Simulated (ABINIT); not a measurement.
# BeS (F-43m) in ABINIT: further runs

One crystal, BeS, is run at these levels: revPBE, PW91, WC; tasks: single point.

All numbers are computed with ABINIT 10.8.3 (patched build); they aren't measurements. Logs are shortened: lines on timing, memory, paths and dates and some standing lists are left out, and cuts for length are marked. The log counts tension as positive stress, the text compression.

## Step 1: Starting point

The structure is cubic, space group F-43m (No. 216). The conventional cell has a = 4.850 Å, b = 4.850 Å, c = 4.850 Å, α = 90.00°, β = 90.00°, γ = 90.00°. S (site symmetry -43m) has 4 Be at 2.10 Å as nearest neighbours. Be (site symmetry -43m) is surrounded by 4 S at 2.10 Å.

## Step 2: Single point, revPBE

run.abi

```
# Pseudopotentials
pp_dirpath "./"
pseudos "S.GGA_PBE-JTH.xml, Be.GGA_PBE-JTH.xml"

# Structure
acell 3.4294678888 3.4294678888 3.4294678888 Angstrom
rprim
     0.0000000000     0.7071067812     0.7071067812
     0.7071067812     0.0000000000     0.7071067812
     0.7071067812     0.7071067812     0.0000000000
ntypat 2
znucl 16 4
natom 2
typat 1 2
xcart
     3.6375000000     3.6375000000     3.6375000000
     0.0000000000     0.0000000000     0.0000000000 Angstrom

# Plane-wave basis
ecut 653.073270 eV
pawecutdg 46.0
pawxcdev 0

# k points
kptopt 1
ngkpt 9 9 9
nshiftk 1
shiftk 0.0 0.0 0.0

# Exchange and correlation
ixc 14

# Bands and occupations
nband 9
occopt 3
tsmear 0.00183747

# SCF cycle
nstep 100
tolvrs 1.0e-9

# Output
iomode 3
prtwf 0
prteig 0
prtebands 0
enunit 2
prtden 1
prtvha 1
prtvclmb 1
prtpot 1
```

Potentials or basis: JTH PAW PBE v2.0.

Launch:

```console
abinit run.abi > log 2>&1
```

run.abo:

```text
.Version 10.8.3 of ABINIT
 Symmetries : space group F-4 3 m (#216); Bravais cF (face-center cubic)
================================================================================
 Values of the parameters that define the memory need of the present run
     intxc =       0    ionmov =       0      iscf =      17    lmnmax =       8
     lnmax =       4     mgfft =      30  mpssoang =       2    mqgrid =    3001
     natom =       2  nloc_mem =       2    nspden =       1   nspinor =       1
    nsppol =       1      nsym =      24    n1xccc =       1    ntypat =       2
    occopt =       3   xclevel =       2
       mpw =        1092          nfft =       27000          nkpt =          35
 PAW method is used; the additional fine FFT grid is defined by:
   mgfftf=        40    nfftf =     64000
================================================================================
================================================================================

--------------------------------------------------------------------------------
------------- Echo of variables that govern the present computation ------------
--------------------------------------------------------------------------------
 -outvars: echo values of preprocessed input variables --------
            acell      6.4807550674E+00  6.4807550674E+00  6.4807550674E+00 Bohr
              amu      3.20660000E+01  9.01218200E+00
             ecut      2.40000000E+01 Hartree
           enunit           2
              ixc          14
         kptrlatt        9    0    0      0    9    0      0    0    9
          kptrlen      5.83267956E+01
            natom           2
            nband           9
            ngfft          30      30      30
          ngfftdg          40      40      40
             nkpt          35
            nstep         100
             nsym          24
           ntypat           2
           occopt           3
        pawecutdg      4.60000000E+01 Hartree
         pawxcdev           0
        prtebands           0
           prteig           0
           prtpot           1
         prtvclmb           1
           prtvha           1
            prtwf           0
            rprim      0.0000000000E+00  7.0710678120E-01  7.0710678120E-01
                       7.0710678120E-01  0.0000000000E+00  7.0710678120E-01
                       7.0710678120E-01  7.0710678120E-01  0.0000000000E+00
          spgroup         216
           tolvrs      1.00000000E-09
           tsmear      1.83747000E-03 Hartree
            typat      1  2
           useylm           1
           xangst      3.6375000000E+00  3.6375000000E+00  3.6375000000E+00
                      -1.1719144891E-10 -1.1719097776E-10 -1.1719144891E-10
            xcart      6.8738787830E+00  6.8738787830E+00  6.8738787830E+00
                      -2.2145974274E-10 -2.2145885239E-10 -2.2145974274E-10
             xred      7.4999999998E-01  7.4999999998E-01  7.4999999998E-01
                      -2.4163088197E-11 -2.4163282486E-11 -2.4163088197E-11
[... 136 lines left out ...]

 cartesian forces (hartree/bohr) at end:
    1     -0.00000000000000    -0.00000000000000     0.00000000000000
    2      0.00000000000000     0.00000000000000    -0.00000000000000
 frms,max,avg= 3.3389795E-29 5.1413430E-29   0.000E+00  0.000E+00  0.000E+00 h/b

 cartesian forces (eV/Angstrom) at end:
    1     -0.00000000000000    -0.00000000000000     0.00000000000000
    2      0.00000000000000     0.00000000000000    -0.00000000000000
 frms,max,avg= 1.7169723E-27 2.6437849E-27   0.000E+00  0.000E+00  0.000E+00 e/A
 length scales=  6.480755067427  6.480755067427  6.480755067427 bohr
              =  3.429467888800  3.429467888800  3.429467888800 angstroms
 Fermi (or HOMO) energy (hartree) =   0.22613   Average Vxc (hartree)=  -0.36100
 Eigenvalues (hartree) for nkpt=  35  k points:
 kpt#   1, nband=  9, wtk=  0.00137, kpt=  0.0000  0.0000  0.0000 (reduced coord)
  -3.47256   -0.32755    0.17540    0.17540    0.17540    0.38483    0.38483    0.38483
   0.39518
      occupation numbers for kpt#   1
   2.00000    2.00000    2.00000    2.00000    2.00000    0.00000    0.00000    0.00000
   0.00000
 prteigrs : prtvol=0 or 1, do not print more k-points.

 Fermi (or HOMO) energy (eV) =   6.15322   Average Vxc (eV)=  -9.82318
 Eigenvalues (   eV  ) for nkpt=  35  k points:
 kpt#   1, nband=  9, wtk=  0.00137, kpt=  0.0000  0.0000  0.0000 (reduced coord)
 -94.49330   -8.91309    4.77300    4.77300    4.77300   10.47168   10.47168   10.47168
  10.75331
 prteigrs : prtvol=0 or 1, do not print more k-points.

--- !EnergyTerms
iteration_state     : {dtset: 1, }
comment             : Components of total free energy in Hartree
kinetic             :  6.47026408294083E+00
hartree             :  2.76769890754899E+00
xc                  : -4.56643610633859E+00
Ewald energy        : -1.51064138866320E+01
psp_core            :  3.76347968460419E-01
local_psp           : -1.04291350576029E+01
PAW spherical_terms : -4.68167724685894E+00
internal            : -2.51693513384821E+01
'-kT*entropy'       :  3.82851066041081E-16
total_energy        : -2.51693513384821E+01
total_energy_eV     : -6.84892940832236E+02
...

--- !EnergyTermsDC
iteration_state     : {dtset: 1, }
comment             : '"Double-counting" decomposition of free energy'
band_energy         : -7.05384054607146E+00
Ewald energy        : -1.51064138866320E+01
psp_core            :  3.76347968460419E-01
xc_dc               : -2.41744779797547E+00
PAW spherical_terms : -9.67993587964306E-01
internal            : -2.51693478501828E+01
'-kT*entropy'       :  3.82851066041081E-16
total_energy_dc     : -2.51693478501828E+01
total_energy_dc_eV  : -6.84892845910775E+02
...

--- !EnergyTermsWithPAWCore
iteration_state     : {dtset: 1, }
comment             : 'Components of total free energy, including PAW core contributions'
Total energy        : -4.14159473593222E+02
Total energy DC     : -4.14159470104923E+02
Total energy (eV)   : -1.12698534033773E+04
Total energy DC (eV): -1.12698533084559E+04
...

 Cartesian components of stress tensor (hartree/bohr^3)
  sigma(1 1)= -1.06306642E-04  sigma(3 2)=  0.00000000E+00
  sigma(2 2)= -1.06306642E-04  sigma(3 1)=  0.00000000E+00
  sigma(3 3)= -1.06306642E-04  sigma(2 1)=  0.00000000E+00

-Cartesian components of stress tensor (GPa)         [Pressure=  3.1276E+00 GPa]
- sigma(1 1)= -3.12764940E+00  sigma(3 2)=  0.00000000E+00
- sigma(2 2)= -3.12764940E+00  sigma(3 1)=  0.00000000E+00
- sigma(3 3)= -3.12764940E+00  sigma(2 1)=  0.00000000E+00

== END DATASET(S) ==============================================================
================================================================================

 -outvars: echo values of variables after computation  --------
            acell      6.4807550674E+00  6.4807550674E+00  6.4807550674E+00 Bohr
           etotal     -2.5169347850E+01
            fcart     -2.2034327136E-29 -1.4689551424E-29  5.1413429984E-29
                       2.2034327136E-29  1.4689551424E-29 -5.1413429984E-29
            rprim      0.0000000000E+00  7.0710678120E-01  7.0710678120E-01
                       7.0710678120E-01  0.0000000000E+00  7.0710678120E-01
                       7.0710678120E-01  7.0710678120E-01  0.0000000000E+00
           strten     -1.0630664221E-04 -1.0630664221E-04 -1.0630664221E-04
                       0.0000000000E+00  0.0000000000E+00  0.0000000000E+00
           xangst      3.6375000000E+00  3.6375000000E+00  3.6375000000E+00
                      -1.1719144891E-10 -1.1719097776E-10 -1.1719144891E-10
             xred      7.4999999998E-01  7.4999999998E-01  7.4999999998E-01
                      -2.4163088197E-11 -2.4163282486E-11 -2.4163088197E-11
 Calculation completed.
```

Run time: 11 s. Hardware: 1 thread of Arm Neoverse V2, shared host; peak memory 0.1 GiB.

What came out:

```yaml
Free_energy: -684.8928 eV
Pressure: 3.1 GPa
Band_gap_on_the_k_mesh: 3.28 eV, indirect (least direct gap 5.70 eV)
Valence_electrons_inside_the_program's_atomic_spheres: S 3.70; Be 2.56
```

Caveat: the PAW data sets were made with another functional, which shifts forces and pressure a little; an odd mesh through Γ misses points on the zone boundary, where band edges often lie. Expect the measured gap to be larger: semilocal functionals such as revPBE lack the derivative discontinuity.

## Step 3: Single point, PW91

run.abi: that of step 2 with these lines changed.

```diff
@@ -30,3 +30,3 @@
 # Exchange and correlation
-ixc 14
+ixc -109134
```

Potentials or basis: JTH PAW PBE v2.0.

Launch:

```console
abinit run.abi > log 2>&1
```

Run time: 14 s. Hardware: 1 thread of Arm Neoverse V2, shared host; peak memory 0.1 GiB.

The run converged. Its results:

```yaml
Free_energy: -685.9978 eV
Pressure: 1.3 GPa
Band_gap_on_the_k_mesh: 3.22 eV, indirect (least direct gap 5.68 eV)
Valence_electrons_inside_the_program's_atomic_spheres: S 3.70; Be 2.57
```

Levels at points of the mesh, in eV from the valence-band top:
| k point | band 2 | band 3 | band 4 | band 5 | band 6 | band 7 | band 8 | band 9 |
| --- | --- | --- | --- | --- | --- | --- | --- | --- |
| (0.00, 0.00, 0.00) | -13.68 | 0.00 | 0.00 | 0.00 | 5.68 | 5.68 | 5.68 | 5.87 |

Caveat: the PAW data sets were made with another functional, which shifts forces and pressure a little; an odd mesh through Γ misses points on the zone boundary, where band edges often lie.

(Part 1 of 2 ends here.)
